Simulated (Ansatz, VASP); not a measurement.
# Two plane-wave programs on CdF2

The input INCAR:

```
  PREC = Accurate
  ENCUT = 520
  EDIFF = 1E-6
  ISMEAR = 0
  SIGMA = 0.02
  LREAL = False
  LASPH = True
  NELM = 60
  ALGO = Normal
  ISIF = 2
  LWAVE = False
  LCHARG = True
  GGA = PE
  IVDW = 12
  LELF = True
  LVHAR = True
  NBANDS = 35
```

KPOINTS

```
Automatic mesh
0
Gamma
  6 6 4
```

POSCAR

```
CdF2
1.0
    3.6609348849      0.0000000000      0.0000000000
   -1.8304674424      3.1704626119      0.0000000000
    0.0000000000      0.0000000000      7.1332805811
Cd F
2 4
Direct
    0.6666666667      0.3333333333      0.6652754381
    0.3333333333      0.6666666667      0.1652754381
    0.0000000000      0.0000000000      0.7761131380
    0.3333333333      0.6666666667      0.5248404040
    0.6666666667      0.3333333333      0.0248404040
    0.0000000000      0.0000000000      0.2761131380
```

Input for Ansatz:

```yaml
crystal:
  lattice:
    - [3.6609348849, 0.0, 0.0]
    - [-1.8304674424, 3.1704626119, 0.0]
    - [0.0, 0.0, 7.1332805811]
  atoms:
    - { symbol: Cd, position: [0.6666666667, 0.3333333333, 0.6652754381] }
    - { symbol: Cd, position: [0.3333333333, 0.6666666667, 0.1652754381] }
    - { symbol: F, position: [0.0, 0.0, 0.776113138] }
    - { symbol: F, position: [0.3333333333, 0.6666666667, 0.524840404] }
    - { symbol: F, position: [0.6666666667, 0.3333333333, 0.024840404] }
    - { symbol: F, position: [0.0, 0.0, 0.276113138] }
basis:
  ecutwfc: 420
kpoints:
  mp_grid: { grid: [6, 6, 4] }
hamiltonian:
  xc: pbe
  dispersion: d3bj
scf:
  occupations: { method: gaussian, width: 0.02 }
output:
  forces: false
  stress: false
  eigenvalues: true
  eigenstates:
    kpoints:
      - [0.0, 0.5, 0.0]
      - [0.011653118, 0.494173441, 0.0]
      - [-0.011653118, 0.505826559, 0.0]
      - [0.0, 0.510091896, 0.0]
      - [0.0, 0.489908104, 0.0]
      - [0.0, 0.5, 0.022705937]
      - [0.0, 0.5, -0.022705937]
      - [0.008239999, 0.503016049, 0.0]
      - [-0.008239999, 0.496983951, 0.0]
      - [0.008239999, 0.495880001, 0.016055522]
      - [-0.008239999, 0.504119999, -0.016055522]
      - [0.0, 0.507136048, 0.016055522]
      - [0.0, 0.492863952, -0.016055522]
      - [0.006727931, 0.502462594, 0.013109279]
      - [-0.006727931, 0.497537406, -0.013109279]
      - [0.0, 0.0, 0.0]
      - [0.011653118, -0.005826559, 0.0]
      - [-0.011653118, 0.005826559, 0.0]
      - [0.0, 0.010091896, 0.0]
      - [0.0, -0.010091896, 0.0]
      - [0.0, 0.0, 0.022705937]
      - [0.0, 0.0, -0.022705937]
      - [0.008239999, 0.003016049, 0.0]
      - [-0.008239999, -0.003016049, 0.0]
      - [0.008239999, -0.004119999, 0.016055522]
      - [-0.008239999, 0.004119999, -0.016055522]
      - [0.0, 0.007136048, 0.016055522]
      - [0.0, -0.007136048, -0.016055522]
      - [0.006727931, 0.002462594, 0.013109279]
      - [-0.006727931, -0.002462594, -0.013109279]
    e_range: [-4.34288, 4.34288]
checkpoint:
  read: start.run
  write: ck
  compress: false
  write_wavefunctions: false
  write_every: 100000
```

The cell was built by a generator and needn't be a form met in nature.

Alike in both runs: task single point; functional PBE; dispersion D3(BJ); k mesh 6 × 6 × 4; occupations gaussian, width 0.02 eV; no spin polarisation.

```csv
,VASP,Ansatz
version,VASP 6.6.1,Ansatz 0.2.0
potentials or method,"VASP PAW PBE potentials, release 64 (Cd, F)","scalar-relativistic, plane waves, PAW"
plane-wave cutoff (eV),520,420
valence electrons in the cell,52,68
```

|  | VASP | Ansatz | Ansatz less VASP |
| --- | --- | --- | --- |
| gap on the k mesh at the Fermi level (eV) | 2.81 | 2.84 | +0.031 |
| least direct gap on the mesh (eV) | 2.94 | 2.97 | +0.031 |

The two sets of potentials don't hold the same shells in valence.

A k mesh can miss the band edges. As with any semilocal functional, this PBE gap is likely too small.
